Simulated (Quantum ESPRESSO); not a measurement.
Crystal: MgS (Niningerite).

```xyz
2
Lattice="0.0000 2.6016 2.6016 2.6016 0.0000 2.6016 2.6016 2.6016 0.0000" Properties=species:S:1:pos:R:3 pbc="T T T"
S     2.6016    2.6016    2.6016
Mg    0.0000    0.0000    0.0000
```

- Program: Quantum ESPRESSO 7.5
- Task: phonons
- Functional: PBE
- Potentials or basis: PseudoDojo 0.4.1 SR PBE standard
- Cutoff: 1143 eV
- Density cutoff: 4572 eV
- k mesh: 8 × 8 × 8, shifted
- Occupations: fermi-dirac, width 0.05 eV
- Spin: no spin polarisation
- Mixing beta: 0.5
- Most SCF iterations: 120
- SCF threshold: 4e-10 Ry

The first run showed a gap, so the response started from a second, tighter run with fixed occupations.

Q: Which optical modes does the crystal have at the zone centre, and which show in infrared and Raman spectra?

A: The optical modes are T1u. Infrared active: T1u. None is Raman active.

Optical modes at Γ, degenerate ones joined, polar ones without the macroscopic field:
| cm⁻¹ | components | symmetry | active in | IR intensity, summed ((D/Å)²/amu) |
| --- | --- | --- | --- | --- |
| 240 | 3 | T1u | IR | 27.32 |

Zone-centre frequencies without and with the macroscopic field along z (cm⁻¹):
```
                optical modes in rising order
       without                    240 240 240
with the field                    240 240 399
```

Caveat: before the sum rule the acoustic modes lie tens of cm⁻¹ from zero, a sign that the density grid also shifts the optical modes.
